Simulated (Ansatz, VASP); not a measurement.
**Two plane-wave programs on Ti**

The input POSCAR:

```
Ti
1.0
    0.0000000000      2.0131979756      2.0131979756
    2.0131979756      0.0000000000      2.0131979756
    2.0131979756      2.0131979756      0.0000000000
Ti
1
Direct
    0.0000000000      0.0000000000      0.0000000000
```

The input INCAR.step1:

```
PREC     = Accurate       # precision mode
ENCUT    = 520            # plane-wave cutoff, eV
ISMEAR   = 0              # smearing method
SIGMA    = 0.1            # smearing width, eV
LREAL    = F              # projectors in reciprocal space
LASPH    = T              # aspherical terms in the spheres
NELM     = 60             # most SCF steps
NBANDS   = 12             # bands
GGA      = PE             # functional
ALGO     = Normal         # electronic algorithm
EDIFF    = 1E-4           # SCF threshold, eV
LWAVE    = T              # write WAVECAR
LCHARG   = F              # write CHGCAR
```

File INCAR.step2:

```
PREC     = Accurate       # precision mode
ENCUT    = 520            # plane-wave cutoff, eV
EDIFF    = 1E-7           # SCF threshold, eV
ISMEAR   = 0              # smearing method
SIGMA    = 0.1            # smearing width, eV
LREAL    = F              # projectors in reciprocal space
LASPH    = T              # aspherical terms in the spheres
NELM     = 60             # most SCF steps
ALGO     = Normal         # electronic algorithm
ISIF     = 2              # what is computed and relaxed
LWAVE    = F              # write WAVECAR
LCHARG   = F              # write CHGCAR
METAGGA  = R2SCAN         # meta-GGA
LMIXTAU  = T            
NBANDS   = 12             # bands
ISTART   = 1
```

KPOINTS

```
Automatic mesh
0
Gamma
  18 18 18
```

Input for Ansatz:

```yaml
crystal:
  lattice:
    - [0.0, 2.0131979729, 2.0131979729]
    - [2.0131979729, 0.0, 2.0131979729]
    - [2.0131979729, 2.0131979729, 0.0]
  atoms:
    - { symbol: Ti, position: [0.0, 0.0, 0.0] }
basis:
  ecutwfc: 500
kpoints:
  mp_grid: { grid: [18, 18, 18] }
hamiltonian:
  xc: r2scan
scf:
  occupations: { method: gaussian, width: 0.1 }
output:
  forces: true
  stress: true
  eigenvalues: true
```

Alike in both runs: task single point; functional r2SCAN; k mesh 18 × 18 × 18; occupations gaussian, width 0.1 eV; no spin polarisation.

|  | VASP | Ansatz |
| --- | --- | --- |
| version | VASP 6.6.1 | Ansatz 0.2.0 |
| potentials or method | VASP PAW PBE potentials, release 64 (Ti_sv) | scalar-relativistic, plane waves, PAW |
| plane-wave cutoff (eV) | 520 | 500 |
| valence electrons in the cell | 12 | 12 |

Ansatz gave:

- gap on the k mesh at the Fermi level (eV): none
- pressure (GPa): 7.6

Task: What did VASP give for the same quantities?

Result: gap on the k mesh at the Fermi level (eV): none; pressure (GPa): 8.1.

A gap of «none» marks a metal or a gap that the smearing closes.

Caveats: the PAW data sets were made with another functional, which shifts forces and pressure a little (VASP).
